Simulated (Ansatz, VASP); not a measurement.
**BP: VASP beside Ansatz**

INCAR

```
SYSTEM = BP
  ALGO = Normal
  EDIFF = 1E-7
  ENCUT = 520
  GGA = PE
  ISIF = 2
  ISMEAR = 0
  LASPH = .TRUE.
  LCHARG = .FALSE.
  LREAL = .FALSE.
  LWAVE = .FALSE.
  NBANDS = 11
  NELM = 100
  PREC = Accurate
  SIGMA = 0.05
```

The input KPOINTS:

```
k-points
0
G
  12 12 12
  0 0 0
```

POSCAR

```
BP
1.0
    0.0000000000      2.3953088586      2.0360125298
    2.3953088586      0.0000000000      2.0360125298
    2.3953088586      2.3953088586      0.0000000000
B P
1 1
Direct
    0.0000000000      0.0000000000      0.0000000000
    0.7500000000      0.7500000000      0.7500000000
```

Input for Ansatz:

```yaml
crystal:
  lattice:
    - [0.0, 2.3953088586, 2.0360125298]
    - [2.3953088586, 0.0, 2.0360125298]
    - [2.3953088586, 2.3953088586, 0.0]
  atoms:
    - { symbol: B, position: [0.0, 0.0, 0.0] }
    - { symbol: P, position: [0.75, 0.75, 0.75] }
basis:
  ecutwfc: 420
kpoints:
  mp_grid: { grid: [12, 12, 12] }
hamiltonian:
  xc: pbe
scf:
  occupations: { method: gaussian, width: 0.05 }
output:
  forces: true
  stress: true
  eigenvalues: true
```

Alike in both runs: task single point; functional PBE; k mesh 12 × 12 × 12; occupations gaussian, width 0.05 eV; no spin polarisation.

|  | VASP | Ansatz |
| --- | --- | --- |
| version | VASP 6.6.1 | Ansatz 0.2.0 |
| potentials or method | VASP PAW PBE potentials, release 64 (B, P) | scalar-relativistic, plane waves, PAW |
| plane-wave cutoff (eV) | 520 | 420 |
| valence electrons in the cell | 8 | 8 |

Ansatz gave:

```
gap on the k mesh at the Fermi level (eV)       : none
pressure (GPa)                                  : 0.3
largest component of the traceless stress (GPa) : 21.12
```

Task: Which values does VASP return?

Result: gap on the k mesh at the Fermi level (eV): none; pressure (GPa): 0.0; largest component of the traceless stress (GPa): 21.13.

A gap of «none» marks a metal or a gap that the smearing closes.
